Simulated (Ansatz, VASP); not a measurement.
Ta: VASP beside Ansatz

```
Ta
1.0
    -1.65128    1.65128    1.65128
     1.65128   -1.65128    1.65128
     1.65128    1.65128   -1.65128
Ta
1
Cartesian
  0.0000 0.0000 0.0000
```

Alike in both runs: functional LDA; k mesh 8 × 8 × 8; occupations fermi-dirac, width 0.05 eV; non-collinear spin, spin-orbit coupling.

```csv
,VASP,Ansatz
version,VASP 6.6.1,Ansatz 0.2.0
potentials or method,"VASP PAW LDA potentials, release 64 (Ta_pv)",Ansatz PAW
plane-wave cutoff (eV),520,420
valence electrons in the cell,11,13
task,single point,band structure
```

Ansatz gave:

| Item | Value |
| --- | --- |
| gap on the k mesh at the Fermi level (eV) | none |
| pressure (GPa) | -10.7 |
| net moment per atom (μB) | 0.00 |

**Question.** Estimate VASP's values.

**Answer.** gap on the k mesh at the Fermi level (eV): none; pressure (GPa): -9.8; net moment per atom (μB): 0.00.

A gap of «none» marks a metal or a gap that the smearing closes. The two sets of potentials don't hold the same shells in valence.

Caveats: the PAW data sets come from PBE, with cores solved anew for the run's functional, which leaves a small shift of forces and pressure (Ansatz).
